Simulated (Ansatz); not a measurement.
Wanted: the native input for an Ansatz 0.2.0 run.

```
Task                : electron localisation function
Functional          : r2SCAN0
Dispersion          : D3(BJ)
Potentials or basis : Ansatz PAW polarizable
Cutoff              : 500 eV (not typed: the program's choice for these potentials)
k mesh              : 5 × 5 × 5
Occupations         : gaussian, width 0.1 eV
Spin                : no spin polarisation
```

Crystal: KBr.

```
CELL_PARAMETERS angstrom
0.00000 3.30000 3.30000
3.30000 0.00000 3.30000
3.30000 3.30000 0.00000
ATOMIC_POSITIONS crystal
Br 0.50000 0.50000 0.50000
K 0.00000 0.00000 0.00000
```

One way to write it, as run:

input.yaml

```yaml
crystal:
  lattice: { a: 6.6, b: 6.6, c: 6.6, alpha: 90.0, beta: 90.0, gamma: 90.0 }
  space_group: 225
  reduce_to_primitive: true
  atoms:
    - { symbol: Br, wyckoff: "4b", position: [0.5, 0.0, 0.0] }
    - { symbol: K, wyckoff: "4a", position: [0.0, 0.0, 0.0] }
hamiltonian:
  xc: r2scan0
  pseudopotentials: { kind: paw, partial_waves: polarizable }
  dispersion: d3bj
kpoints:
  mp_grid: { grid: [5, 5, 5] }
scf:
  occupations: { method: gaussian, width: 0.1 }
output:
  forces: true
  stress: true
  eigenvalues: true
  write_density: true
  write_potential: true
  elf: true
  volumetric_format: npy
```

Potentials or basis: Ansatz PAW polarizable.

The run is started by

```console
$ ansatz run input.yaml --threads 1 --pin off --max-ram 2560MiB --backend cpu --events-out ev --progress --plain --runs-dir out
```

It gave:

```
Pressure               : -0.6 GPa
Band gap on the k mesh : 6.65 eV, direct
```

Caveat: odd divisions of the mesh miss points on the zone boundary, where band edges often lie, so the gap on the mesh can be too wide; the PAW data sets come from PBE, with cores solved anew for the run's functional, which leaves a small shift of forces and pressure; the dispersion damping was fitted for another functional or another form of the correction; the thresholds are loose for stress.

Wall time 23 s on 1 thread of Intel(R) Xeon(R) 6975P-C (Granite Rapids), with other jobs on the host, peak memory 1.4 GiB.
